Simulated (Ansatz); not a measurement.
## SnSe₂ (P-1) at 2 levels of theory

One geometry, relaxed with PBE; plane waves with PAW potentials in Ansatz, scalar-relativistic. No spin polarisation. Gaps are the least over mesh and band path; pressure is positive in compression.

```cif
data_structure
_symmetry_space_group_name_H-M 'P-1'
_symmetry_Int_Tables_number 2
_cell_length_a 3.8700
_cell_length_b 3.8703
_cell_length_c 7.6625
_cell_angle_alpha 75.897
_cell_angle_beta 87.816
_cell_angle_gamma 60.012
_cell_volume 95.93
loop_
_atom_site_label
_atom_site_type_symbol
_atom_site_symmetry_multiplicity
_atom_site_Wyckoff_symbol
_atom_site_fract_x
_atom_site_fract_y
_atom_site_fract_z
_atom_site_occupancy
Sn1 Sn 1 a 0.00000 0.00000 0.00000 1
Se1 Se 2 i 0.28594 0.46083 0.78441 1
```

| level | cutoff (eV) | k mesh | gap (eV) | pressure (GPa) |
| --- | --- | --- | --- | --- |
| PBE | 420 | 8×8×4 | 0.66 | 0.0 |

Q: What comes out on the same cell with r2SCAN?

A:
| level | cutoff (eV) | k mesh | gap (eV) | pressure (GPa) |
| --- | --- | --- | --- | --- |
| r2SCAN | 500 | 8×8×4 | 0.92 | -1.7 |

The cell holds layers, chains or molecules and no dispersion correction was added, so their binding is poorly described.

It was reached by relaxing an invented guess, and it needn't be the stable form of this composition.
